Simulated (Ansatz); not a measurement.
Crystal: V.

```xyz
1
Lattice="-1.5144 1.5144 1.5144 1.5144 -1.5144 1.5144 1.5144 1.5144 -1.5144" Properties=species:S:1:pos:R:3 pbc="T T T"
V     0.0000    0.0000    0.0000
```

| Quantity | Value |
| --- | --- |
| Program | Ansatz 0.2.0 |
| Task | relaxation of cell and atoms |
| Functional | PBE |
| Potentials or basis | all-electron LAPW, scalar-relativistic |
| Basis error allowed | 0.001 eV/atom |
| k mesh | 9 × 9 × 9 |
| Occupations | fermi-dirac, width 0.05 eV |
| Spin | collinear spin, ferromagnetic start |
| Starting moments | [2.0] μB |

At the start: volume 13.89 Å³/atom.

Task: How do energy, volume and symmetry change on relaxing?

Result: Over 4 steps the energy falls by 8.3 meV/atom and the volume is 13.42 Å³/atom (-3.4 %); space group Im-3m (No. 229, to 0.05 Å); moment 0.00 μB per cell.

Step by step:
| step | energy change (eV) | largest force (eV/Å) | volume (Å³) |
| --- | --- | --- | --- |
| 1 | 0.0000 | 0.0000 | 13.89 |
| 2 | -0.0082 | 0.0000 | 13.38 |
| 3 | -0.0083 | 0.0000 | 13.42 |
| 4 | -0.0083 | 0.0000 | 13.42 |

Final structure:
```xyz
1
Lattice="-1.4971 1.4971 1.4971 1.4971 -1.4971 1.4971 1.4971 1.4971 -1.4971" Properties=species:S:1:pos:R:3 pbc="T T T"
V     0.0000    0.0000    0.0000
```

Caveat: the k mesh is thin for a metal, which can move the energy by tens of meV per atom; the starting moments weren't kept.
